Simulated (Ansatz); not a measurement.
# fcc Au(100) / fcc Cu(100) interface: transmission and 2AR, part 2 of 2

How much resistance does one fcc Au(100) / fcc Cu(100) interface add to a current across the layers?

Ansatz 0.2.0; Ansatz plane-wave DFT, PBE, PAW files; ballistic transport by layer matching (Landauer), zero bias; PAW set soft_1 (the session's first sound run).

So far, transmission per spin nearest the Fermi level: step 2 (transmission: PBE) 0.768; step 6 (LDA) 0.765; step 8 (r2SCAN, cutoff 500 eV) 0.768.

### Step 10. Transmission: PBE on the lower metal's lattice, k-mesh 13×13×1, in plane spacing 2.8838 Å

The common lattice is now the lower metal's own, which puts all the misfit on the upper one. To save time only the energies from -0.06 to 0.06 eV are solved. The mesh is 42×42 and the cutoff, the files' own for this level, 420 eV.

This step: Ansatz plane-wave DFT, PBE, PAW files; ballistic transport by layer matching (Landauer), zero bias; PAW set soft_1 (Ansatz 0.2.0).

The cell differs from the one that the last finished run ended in (a 2.720 → 2.884 Å, b 2.720 → 2.884 Å, c 38.885 → 34.593 Å).

File input.yaml:

```yaml
crystal:
  lattice:
    - [2.8837582304, 0.0, 0.0]
    - [0.0, 2.8837582304, 0.0]
    - [0.0, 0.0, 34.5927037254]
  atoms:
    - { symbol: Au, position: [0.0, 0.0, 0.02890783] }
    - { symbol: Au, position: [0.5, 0.5, 0.087854509] }
    - { symbol: Au, position: [0.0, 0.0, 0.1468011879] }
    - { symbol: Au, position: [0.5, 0.5, 0.2057478668] }
    - { symbol: Au, position: [0.0, 0.0, 0.2646945458] }
    - { symbol: Au, position: [0.5, 0.5, 0.3236412247] }
    - { symbol: Au, position: [0.0, 0.0, 0.3825879037] }
    - { symbol: Au, position: [0.5, 0.5, 0.4415345826] }
    - { symbol: Au, position: [0.0, 0.0, 0.5004812615] }
    - { symbol: Au, position: [0.5, 0.5, 0.5594279405] }
    - { symbol: Cu, position: [0.0, 0.0, 0.6094279405] }
    - { symbol: Cu, position: [0.5, 0.5, 0.6504812615] }
    - { symbol: Cu, position: [0.0, 0.0, 0.6915345826] }
    - { symbol: Cu, position: [0.5, 0.5, 0.7325879037] }
    - { symbol: Cu, position: [0.0, 0.0, 0.7736412247] }
    - { symbol: Cu, position: [0.5, 0.5, 0.8146945458] }
    - { symbol: Cu, position: [0.0, 0.0, 0.8557478668] }
    - { symbol: Cu, position: [0.5, 0.5, 0.8968011879] }
    - { symbol: Cu, position: [0.0, 0.0, 0.937854509] }
    - { symbol: Cu, position: [0.5, 0.5, 0.97890783] }
kpoints:
  mp_grid: { grid: [13, 13, 1] }
hamiltonian:
  xc: pbe
  pseudopotentials: { kind: paw, azcp: { folder: soft_1 } }
scf:
  occupations: { method: fermi_dirac, width: 0.1 }
output:
  transmission:
    leads: [[4, 5], [14, 15]]
    kmesh: [42, 42]
    e_range: [-0.06, 0.06]
    de: 0.04
  write_potential: true
  write_density: true
  volumetric_format: npy
```

Launch:

```console
$ ansatz run input.yaml --threads 4 --pin off --max-ram 15360MiB --backend cpu --events-out ev --progress --plain --runs-dir out
```

Run time: 2 min. Hardware: 4 threads of Arm Neoverse V1, shared host; peak memory 2.2 GiB; 7.7 min of CPU time.

This step gave:

```
free energy                        : -197763.5017 eV
energy at zero smearing            : -197763.3971 eV
Fermi energy                       : 18.98 eV
cell area                          : 8.316 Å²
step of the lead's potential       : 0.9 meV
step of the upper lead's potential : 47.4 meV
```

Per spin. Transmission, zone mean against energy, zero at the Fermi level:

| energy (eV) | transmission, zone mean |
| --- | --- |
| -0.0600 | 0.914 |
| -0.0200 | 0.914 |
| 0.0200 | 0.913 |
| 0.0600 | 0.915 |

Over the solved energies the transmission per spin lies between 0.913 and 0.915, out of 0.957 channels of the lead on average (up to 0.964). The log calls the step of a lead's potential too much.

### Step 11. Resistance: PBE on the lower metal's lattice

This step: Ansatz plane-wave DFT, PBE, PAW files; ballistic transport by layer matching (Landauer), zero bias; specific resistance of one interface, 1/T less the mean of the leads' 1/N; PAW set soft_1 (Ansatz 0.2.0).

Numbers from this step:

* area resistance: 0.1875 fΩ m²
* T over the leads' mean channel count: 0.8247
* twice the interface resistance (2AR, or 2AR* for magnets): 0.3750 fΩ m²

Twice the interface resistance is 0.375 fΩ m² here, against 0.462 in the first run; 82.5 % of the two leads' mean channel count pass, 80.5 % before.

### Step 12. Transmission: PBE on the upper metal's lattice, k-mesh 15×15×1, in plane spacing 2.5562 Å

And the upper metal's lattice, which puts it on the lower one. To save time only the energies from -0.06 to 0.06 eV are solved. The mesh is 48×48 and the cutoff, the files' own for this level, 420 eV.

This step: Ansatz plane-wave DFT, PBE, PAW files; ballistic transport by layer matching (Landauer), zero bias; PAW set soft_1 (Ansatz 0.2.0).

The cell differs from the one that the last finished run ended in (a 2.884 → 2.556 Å, b 2.884 → 2.556 Å, c 34.593 → 44.028 Å).

File input.yaml:

```yaml
crystal:
  lattice:
    - [2.5561627297, 0.0, 0.0]
    - [0.0, 2.5561627297, 0.0]
    - [0.0, 0.0, 44.0276195231]
  atoms:
    - { symbol: Au, position: [0.0, 0.0, 0.0227130154] }
    - { symbol: Au, position: [0.5, 0.5, 0.0816596943] }
    - { symbol: Au, position: [0.0, 0.0, 0.1406063733] }
    - { symbol: Au, position: [0.5, 0.5, 0.1995530522] }
    - { symbol: Au, position: [0.0, 0.0, 0.2584997311] }
    - { symbol: Au, position: [0.5, 0.5, 0.3174464101] }
    - { symbol: Au, position: [0.0, 0.0, 0.376393089] }
    - { symbol: Au, position: [0.5, 0.5, 0.4353397679] }
    - { symbol: Au, position: [0.0, 0.0, 0.4942864469] }
    - { symbol: Au, position: [0.5, 0.5, 0.5532331258] }
    - { symbol: Cu, position: [0.0, 0.0, 0.6032331258] }
    - { symbol: Cu, position: [0.5, 0.5, 0.6442864469] }
    - { symbol: Cu, position: [0.0, 0.0, 0.6853397679] }
    - { symbol: Cu, position: [0.5, 0.5, 0.726393089] }
    - { symbol: Cu, position: [0.0, 0.0, 0.7674464101] }
    - { symbol: Cu, position: [0.5, 0.5, 0.8084997311] }
    - { symbol: Cu, position: [0.0, 0.0, 0.8495530522] }
    - { symbol: Cu, position: [0.5, 0.5, 0.8906063733] }
    - { symbol: Cu, position: [0.0, 0.0, 0.9316596943] }
    - { symbol: Cu, position: [0.5, 0.5, 0.9727130154] }
kpoints:
  mp_grid: { grid: [15, 15, 1] }
hamiltonian:
  xc: pbe
  pseudopotentials: { kind: paw, azcp: { folder: soft_1 } }
scf:
  occupations: { method: fermi_dirac, width: 0.1 }
output:
  transmission:
    leads: [[4, 5], [14, 15]]
    kmesh: [48, 48]
    e_range: [-0.06, 0.06]
    de: 0.04
  write_potential: true
  write_density: true
  volumetric_format: npy
```

Elapsed: 2 min, on 4 threads; peak memory 2.5 GiB; 7.9 min of CPU time.

Numbers from this step:

| Quantity | Value |
| --- | --- |
| free energy | -197759.7519 eV |
| energy at zero smearing | -197759.6468 eV |
| Fermi energy | 18.88 eV |
| cell area | 6.534 Å² |
| step of the lead's potential | 3.7 meV |
| step of the upper lead's potential | 3.6 meV |

Per spin. The transmission, zone mean by energy, zero at the Fermi level:

| energy (eV) | transmission, zone mean |
| --- | --- |
| -0.0600 | 0.662 |
| -0.0200 | 0.654 |
| 0.0200 | 0.650 |
| 0.0600 | 0.649 |

Over the solved energies the transmission per spin lies between 0.649 and 0.662, out of 0.750 channels of the lead on average (up to 0.753).

### Step 13. Resistance: PBE on the upper metal's lattice

This step: Ansatz plane-wave DFT, PBE, PAW files; ballistic transport by layer matching (Landauer), zero bias; specific resistance of one interface, 1/T less the mean of the leads' 1/N; PAW set soft_1 (Ansatz 0.2.0).

Numbers from this step:

- area resistance: 0.2654 fΩ m²
- T over the leads' mean channel count: 0.7865
- twice the interface resistance (2AR, or 2AR* for magnets): 0.5307 fΩ m²

Twice the interface resistance is 0.531 fΩ m² here, against 0.462 in the first run; 78.7 % of the two leads' mean channel count pass, 80.5 % before.

### Step 14. Outcome

- 2AR, PBE: 0.462 fΩ m²
- 2AR, LDA: 0.468 fΩ m²
- 2AR, r2SCAN: 0.454 fΩ m²
- 2AR, PBE on the lower metal's lattice: 0.375 fΩ m²
- 2AR, PBE on the upper metal's lattice: 0.531 fΩ m²

**Reading.** One interface gives 2AR = 0.462 fΩ m² (PBE). The functionals span 0.454 to 0.468 fΩ m². A mesh a third as fine gives 0.431 against 0.462 fΩ m². The misfit of 12 % is shared out in plane at constant volume, which leaves both metals far from their own cubic or hexagonal shape; the values belong to these strained forms. With a misfit of 12 %, the choice of the common lattice gives 0.375 on the lower metal's and 0.531 fΩ m² on the upper one's. The formula assumes diffuse scattering between interfaces; layers sit on ideal sites at each metal's own atomic volume. Spin-orbit coupling is left out, which matters for Au. Among the rungs at advised settings, a lead's potential steps by up to 47 meV from period to period, which the log calls too much, so longer leads could move the result.

[Logs are printed without paths, hosts, clocks, repeated set-up lines and the standing remarks that a program may print on its own settings, such as how far it seeks lower states.]

[Hosts, paths, dates, database ids (printed as entryN), source tags and the programs' standing remarks are cut or masked in the printed files.]
